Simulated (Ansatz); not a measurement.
Runs of Ansatz 0.2.0 on As. The typed cell holds 2 atoms: a = 3.824 Å, b = 3.824 Å, c = 3.824 Å, α = 60.00°, β = 60.00°, γ = 60.00°. This isn't the form of As at room conditions, which is rhombohedral.

```tsv
screening (1/Å)	gap on the mesh (eV)	largest force (eV/Å)
0.4	0.18	0.87
0.3	0.18	0.92
0.2	(c)	(b)
0.1	(a)	1.05
0.15	0.23	1.02
```

Alike in all rows: task single point; level HSE06 form with a typed share of exact exchange; potentials or basis Ansatz PAW; no spin polarisation; cell all atoms moved at random, sigma 0.1 Å a component; k mesh 5 × 5 × 5; cutoff (eV) 420; smearing fermi-dirac 0.05 eV.

Estimate the missing entries.

(a) 0.31; (b) 0.98; (c) 0.20.

Caveats: odd divisions of the mesh miss points on the zone boundary, where band edges often lie, so the gap on the mesh can be too wide; the PAW data sets come from PBE, with cores solved anew for the run's functional, which leaves a small shift of forces and pressure; forces of over 1 eV/Å show positions far from the minimum, so gaps and moduli don't describe the material at rest (some runs).

A k mesh can miss the band edges, and the runs leave out spin-orbit coupling on As.

Not every run made on this cell is shown here.
